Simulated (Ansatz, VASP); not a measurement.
## SnO2: VASP beside Ansatz

File INCAR:

```
SYSTEM = SnO2
PREC = Accurate ; ENCUT = 520
EDIFF = 1E-6 ; ISMEAR = 0
SIGMA = 0.05 ; LREAL = .FALSE.
LASPH = .TRUE. ; NELM = 80
ALGO = Normal ; ISIF = 2
LWAVE = .FALSE. ; LCHARG = .FALSE.
GGA = PS ; NBANDS = 20
```

KPOINTS

```
Automatic mesh
0
G
  12 12 12
  0 0 0
```

File POSCAR:

```
SnO2
1.0
    1.5251500000      0.8805457631      4.2927333333
   -1.5251500000      0.8805457631      4.2927333333
    0.0000000000     -1.7610915261      4.2927333333
Sn O
1 2
Direct
    0.5000000000      0.5000000000      0.5000000000
    0.2414378084      0.2414378084      0.2414378084
    0.7585621916      0.7585621916      0.7585621916
```

Input for Ansatz:

```yaml
crystal:
  lattice:
    - [1.52515, 0.8805457631, 4.2927333333]
    - [-1.52515, 0.8805457631, 4.2927333333]
    - [0.0, -1.7610915261, 4.2927333333]
  atoms:
    - { symbol: Sn, position: [0.5, 0.5, 0.5] }
    - { symbol: O, position: [0.2414378084, 0.2414378084, 0.2414378084] }
    - { symbol: O, position: [0.7585621916, 0.7585621916, 0.7585621916] }
basis:
  ecutwfc: 520.0
kpoints:
  mp_grid: { grid: [12, 12, 12] }
hamiltonian:
  xc: pbesol
  pseudopotentials: { kind: paw, azcp: { folder: soft_1 } }
scf:
  occupations: { method: gaussian, width: 0.05 }
output:
  forces: true
  stress: true
  eigenvalues: true
```

Alike in both runs: task single point; functional PBEsol; k mesh 12 × 12 × 12; occupations gaussian, width 0.05 eV; no spin polarisation.

```csv
,VASP,Ansatz
version,VASP 6.6.1,Ansatz 0.2.0
potentials or method,"VASP PAW PBE potentials, release 64 (Sn_d, O)","scalar-relativistic, plane waves, PAW"
plane-wave cutoff (eV),520,520
valence electrons in the cell,26,26
```

VASP gave:

| Quantity | Value |
| --- | --- |
| gap on the k mesh at the Fermi level (eV) | 2.95 |
| least direct gap on the mesh (eV) | 3.16 |
| rms of the force components (eV/Å) | 0.872 |

Q: What did Ansatz give for the same quantities?

A: gap on the k mesh at the Fermi level (eV): 2.96; least direct gap on the mesh (eV): 3.17; rms of the force components (eV/Å): 0.827.

Atom by atom the forces differ by 0.045 eV/Å (rms over components). Ansatz warned: «pseudo_functional_mismatch».

Caveats: the PAW data sets were made with another functional, which shifts forces and pressure a little (VASP); spin-orbit coupling is left out, which moves the levels of the heavy elements. As with any semilocal functional, this PBEsol gap is likely too small. A k mesh can miss the band edges.
